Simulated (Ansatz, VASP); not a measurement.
**One calculation of Hg, two programs**

Contents of INCAR:

```
PREC = Accurate ; ENCUT = 600
EDIFF = 1E-6 ; ISMEAR = 0
SIGMA = 0.1 ; LREAL = F
LASPH = T ; NELM = 100
ALGO = Normal ; ISIF = 3
LWAVE = F ; LCHARG = F
GGA = PE ; IBRION = 2
NSW = 100 ; EDIFFG = -0.01
```

KPOINTS

```
regular mesh
0
Gamma
  10 10 10
```

POSCAR

```
Hg
1.0
    4.8483316154      0.0000000000      0.0000000000
    0.0000000000      4.8483316154      0.0000000000
    0.0000000000      0.0000000000      4.8483316154
Hg
3
Direct
    0.5000000000      0.0000000000      0.0000000000
    0.0000000000      0.5000000000      0.0000000000
    0.0000000000      0.0000000000      0.5000000000
```

Input for Ansatz:

```yaml
crystal:
  lattice:
    - [4.8483316154, 0.0, 0.0]
    - [0.0, 4.8483316154, 0.0]
    - [0.0, 0.0, 4.8483316154]
  atoms:
    - { symbol: Hg, position: [0.5, 0.0, 0.0] }
    - { symbol: Hg, position: [0.0, 0.5, 0.0] }
    - { symbol: Hg, position: [0.0, 0.0, 0.5] }
basis:
  ecutwfc: 420
kpoints:
  mp_grid: { grid: [10, 10, 10] }
hamiltonian:
  xc: pbe
scf:
  occupations: { method: gaussian, width: 0.1 }
output:
  forces: true
  stress: true
  eigenvalues: true
relax:
  adjacent_minimum: "off"
  f_tol: 0.01
  max_steps: 80
  cell: { stress_tol: 0.05 }
```

Alike in both runs: task relaxation of cell and atoms; functional PBE; k mesh 10 × 10 × 10; occupations gaussian, width 0.1 eV; no spin polarisation.

|  | VASP | Ansatz |
| --- | --- | --- |
| version | VASP 6.6.1 | Ansatz 0.2.0 |
| potentials or method | VASP PAW PBE potentials, release 64 (Hg) | scalar-relativistic, plane waves, PAW |
| plane-wave cutoff (eV) | 600 | 420 |
| valence electrons in the cell | 36 | 60 |

VASP gave:

| Quantity | Value |
| --- | --- |
| gap on the k mesh at the Fermi level, each at its own relaxed structure (eV) | none |
| relaxed volume (Å³/atom) | 37.99 |
| relaxed cell length with the largest relative difference (Å) | 4.848 |
| energy change over the relaxation (meV/atom) | 0 |

**Question.** Which values does Ansatz return?

**Answer.** gap on the k mesh at the Fermi level, each at its own relaxed structure (eV): none; relaxed volume (Å³/atom): 35.61; relaxed cell length with the largest relative difference (Å): 4.745; energy change over the relaxation (meV/atom): -1.

A gap of «none» marks a metal or a gap that the smearing closes. One of these differences is far larger than is usual between the two programs; its cause wasn't traced. The two sets of potentials don't hold the same shells in valence.

Caveats: the relaxation stopped at its first step, so nothing moved. The runs have no spin-orbit coupling, so splittings on Hg are missing.
